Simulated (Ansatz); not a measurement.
Input for Ansatz (plane-wave DFT, PAW):

```yaml
crystal:
  lattice:
    - [3.641796762, 0.0, 0.0]
    - [-1.820898381, 3.1538885114, 0.0]
    - [0.0, 0.0, 23.7881152536]
  atoms:
    - { symbol: Li, position: [0.0, 0.0, 0.0] }
    - { symbol: Cl, position: [0.6666666667, 0.3333333333, 0.0625] }
    - { symbol: Li, position: [0.3333333333, 0.6666666667, 0.125] }
    - { symbol: Cl, position: [0.6666666667, 0.3333333333, 0.1875] }
    - { symbol: Li, position: [0.0, 0.0, 0.25] }
    - { symbol: Cl, position: [0.6666666667, 0.3333333333, 0.3125] }
    - { symbol: Li, position: [0.3333333333, 0.6666666667, 0.375] }
    - { symbol: Cl, position: [0.6666666667, 0.3333333333, 0.4375] }
    - { symbol: Li, position: [0.0, 0.0, 0.5] }
    - { symbol: Cl, position: [0.6666666667, 0.3333333333, 0.5625] }
    - { symbol: Li, position: [0.3333333333, 0.6666666667, 0.625] }
    - { symbol: Cl, position: [0.6666666667, 0.3333333333, 0.6875] }
    - { symbol: Li, position: [0.0, 0.0, 0.75] }
    - { symbol: Cl, position: [0.3333333333, 0.6666666667, 0.8125] }
    - { symbol: Li, position: [0.6666666667, 0.3333333333, 0.875] }
    - { symbol: Cl, position: [0.3333333333, 0.6666666667, 0.9375] }
basis:
  ecutwfc: 420
kpoints:
  mp_grid: { grid: [9, 9, 2] }
hamiltonian:
  xc: pbe
scf:
  occupations: { method: gaussian, width: 0.02 }
output:
  forces: true
  stress: true
  eigenvalues: true
  populations: true
relax:
  adjacent_minimum: "off"
  f_tol: 0.01
  max_steps: 45
  cell: { stress_tol: 0.05 }
```

Command:
```bash
ansatz run input.yaml --threads 1 --pin off --max-ram 2560MiB --backend cpu --events-out ev --progress --plain --runs-dir out
```

These are results of DFT PBE, scalar-relativistic, plane waves, PAW (Ansatz 0.2.0), not measurements.

Part of what the program printed, abridged (final results; tables in files aren't shown):

```
SCF 6 converged in 5 iterations: F = -10301.431354 eV  dr2 = 1.11e-10
SCF converged after 5 iterations
Free energy (F): -10301.431354 eV
Harris-Foulkes:  -10301.431354 eV  (|F-HF|=4.91e-11)
Internal energy: -10301.431354 eV  (E = F + TS)
E sigma→0 (E₀):  -10301.431354 eV
Fermi energy:    4.379211 eV
--- Per-component energies (eV) ---
  E_band       = -851.264177
  E_kinetic    = 1467.840735
  E_local      = -2761.771467  (includes V_loc(G=0)·N_el)
  E_nonlocal   = -38.157613
  E_hartree    = 826.347770
  E_xc         = -948.480211
  E_vxc        = -1094.200671  (∫ρ·V_xc dr)
  E_paw        = -5443.091412  (= ΣΔE_a)
  E_vpaw       = -77.671797  (= ΣTr[D̂ρ^β])
  E_aug_tail   = 0.000781  (compensation charges beyond the density's cutoff)
  E_ewald      = -3404.119936
  E_smearing   =  0.000000  (= −TS)
--- Forces (eV/Å), atoms counted from 1 ---
  atom   1  Li     0.00000000     0.00000000    -0.00024371
  atom   2  Cl     0.00000000     0.00000000    -0.00027335
  atom   3  Li     0.00000000     0.00000000    -0.00043894
  atom   4  Cl     0.00000000     0.00000000    -0.00010165
  atom   5  Li     0.00000000     0.00000000    -0.00004262
  atom   6  Cl     0.00000000     0.00000000    -0.00010911
  atom   7  Li     0.00000000     0.00000000     0.00000000
  atom   8  Cl     0.00000000     0.00000000     0.00010911
  atom   9  Li     0.00000000     0.00000000     0.00004262
  atom  10  Cl     0.00000000     0.00000000     0.00010165
  atom  11  Li     0.00000000     0.00000000     0.00043894
  atom  12  Cl     0.00000000     0.00000000     0.00027335
  atom  13  Li     0.00000000     0.00000000     0.00024371
  atom  14  Cl     0.00000000     0.00000000    -0.00020176
  atom  15  Li     0.00000000     0.00000000     0.00000000
  atom  16  Cl     0.00000000     0.00000000     0.00020176
--- Stress (GPa, compression-positive) ---
        0.001624       0.000000       0.000000
        0.000000       0.001624       0.000000
        0.000000       0.000000       0.009354
  P = ⅓ Tr σ = 0.0042 GPa (0.042 kbar)
--- Band table (eV; the first three rows and the last of 24) ---
  k-point 0: bands = ["-42.5290", "-42.5285", "-42.5282", "-42.5230", "-42.5230", "-42.5174", "-42.0107", "-42.0107", "-11.9423", "-11.8751", "-11.8743", "-11.7109", "-11.6989", "-11.5219", "-11.5209", "-11.4396", "-1.5746", "-1.2269", "-1.2159", "-0.3473", "-0.2720", "0.7934", "0.7944", "1.2449", "1.2449", "1.2970", "1.2970", "1.2991", "1.2991", "1.3566", "1.4027", "1.4027", "1.4562", "1.4562", "1.5568", "1.5568", "1.5764", "1.5764", "1.6439", "1.6439", "7.0643", "7.4709", "7.5991", "8.0413", "8.3289", "8.6375", "8.6863", "8.8679", "11.2050", "11.2615", "11.2615", "11.5094", "11.5251", "11.5251", "11.5439", "11.5439"]
  k-point 1: bands = ["-42.5290", "-42.5285", "-42.5282", "-42.5230", "-42.5230", "-42.5174", "-42.0107", "-42.0107", "-11.9293", "-11.9200", "-11.8029", "-11.7941", "-11.6121", "-11.6025", "-11.4678", "-11.4552", "-1.5166", "-1.4461", "-0.8495", "-0.7922", "0.2347", "0.2748", "1.1996", "1.2029", "1.2508", "1.2508", "1.2693", "1.2693", "1.3386", "1.3386", "1.3701", "1.3701", "1.4889", "1.4889", "1.5238", "1.5238", "1.5943", "1.5943", "1.6414", "1.6414", "7.1018", "7.3321", "7.8057", "7.9096", "8.3440", "8.6679", "8.6893", "8.8453", "11.2865", "11.2914", "11.2914", "11.3746", "11.3823", "11.3823", "11.7768", "11.7965"]
  k-point 2: bands = ["-42.5288", "-42.5283", "-42.5280", "-42.5228", "-42.5228", "-42.5172", "-42.0104", "-42.0104", "-11.8911", "-11.8245", "-11.8240", "-11.6594", "-11.6517", "-11.4735", "-11.4731", "-11.3926", "-1.5139", "-1.1695", "-1.1570", "-0.3151", "-0.2167", "0.7355", "0.7460", "0.8699", "0.9655", "0.9673", "1.0519", "1.0630", "1.1467", "1.2055", "1.2055", "1.2074", "1.2157", "1.2904", "1.3432", "1.3639", "1.4234", "1.5074", "1.5144", "1.5857", "7.4224", "7.8345", "7.9554", "8.4237", "8.7215", "9.0849", "9.1572", "9.3535", "10.9111", "11.0586", "11.2532", "11.2602", "11.3204", "11.4742", "11.4773", "11.6221"]
  k-point 23: bands = ["-42.5267", "-42.5264", "-42.5264", "-42.5210", "-42.5210", "-42.5153", "-42.0084", "-42.0084", "-11.3966", "-11.3338", "-11.3061", "-11.2394", "-11.1291", "-11.0566", "-11.0251", "-10.9510", "-0.9021", "-0.8523", "-0.8230", "-0.7555", "-0.7183", "-0.7105", "-0.6147", "-0.6060", "-0.5895", "-0.5664", "-0.5402", "-0.3285", "-0.2881", "-0.2537", "-0.2321", "-0.1530", "-0.1184", "-0.0875", "0.0669", "0.1806", "0.6869", "1.1780", "1.2665", "1.6896", "8.3484", "8.3768", "8.3770", "8.6700", "8.8001", "8.8598", "9.7680", "9.9209", "10.2933", "10.4274", "11.1631", "11.2936", "11.4590", "11.4607", "11.5330", "11.5626"]
--- Relaxed structure (5 steps of the walk, 5 accepted, 1 SCFs on fresh bases) ---
  F+E_penalty+E_count = -10301.43135398 eV   max|allowed force component| = 4.389e-4 eV/Å   (the final SCF, on the basis selected at the relaxed cell)
  cell:  # Å, volume = 285.2764 Å³
    - [3.58687332, 0.0, 0.0]
    - [-1.79343666, 3.10632341, 0.0]
    - [0.0, 0.0, 25.60372397]
  atoms:
    - { symbol: Li, position: [0.0, 0.0, -0.00273843] }
    - { symbol: Cl, position: [0.66666666, 0.33333333, 0.05575131] }
    - { symbol: Li, position: [0.33333333, 0.66666666, 0.11952495] }
    - { symbol: Cl, position: [0.66666666, 0.33333333, 0.18338495] }
    - { symbol: Li, position: [0.0, 0.0, 0.24725893] }
    - { symbol: Cl, position: [0.66666666, 0.33333333, 0.31112905] }
    - { symbol: Li, position: [0.33333333, 0.66666666, 0.37500000] }
    - { symbol: Cl, position: [0.66666666, 0.33333333, 0.43887094] }
    - { symbol: Li, position: [0.0, 0.0, 0.50274106] }
    - { symbol: Cl, position: [0.66666666, 0.33333333, 0.56661504] }
    - { symbol: Li, position: [0.33333333, 0.66666666, 0.63047504] }
    - { symbol: Cl, position: [0.66666666, 0.33333333, 0.69424868] }
    - { symbol: Li, position: [0.0, 0.0, 0.75273843] }
    - { symbol: Cl, position: [0.33333333, 0.66666666, 0.81123415] }
    - { symbol: Li, position: [0.66666666, 0.33333333, 0.87500000] }
    - { symbol: Cl, position: [0.33333333, 0.66666666, 0.93876584] }
--- Löwdin populations: 16 sites ---
  site symbol q [e]
     0     Li      2.3219
     1     Cl      7.6255
     2     Li      2.3089
     3     Cl      7.6274
     4     Li      2.3111
     5     Cl      7.6280
     6     Li      2.3112
     7     Cl      7.6280
     8     Li      2.3111
     9     Cl      7.6274
    10     Li      2.3089
    11     Cl      7.6255
    12     Li      2.3219
    13     Cl      7.6250
    14     Li      2.3066
    15     Cl      7.6250
  spilling = 0.006082 (of n_electrons = 80.000000)
```

The relaxation met its thresholds.

It took 2.2 min on 1 thread of Intel(R) Xeon(R) Platinum 8375C CPU @ 2.90GHz (Ice Lake) (shared host), peak memory 0.66 GiB.